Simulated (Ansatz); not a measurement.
An element in the sc structure gives these cold pressures by all-electron LAPW under PBE (Ansatz 0.2.0, scalar-relativistic, no spin polarisation).

```
V (Å³/atom)  P (GPa)
      16.99    -0.06
      15.29     33.5
      13.59     94.6
      11.89    208.0
      10.20    426.5
       8.50    875.9
       6.80     1902
```

(1) Which element is it?

Results:

(1) Ir. Its zero-pressure volume in this structure is near 17.0 Å³/atom; the volume and the steepness of P(V) together point to it, though neighbours can come close. This is the case that was computed; others weren't tested.
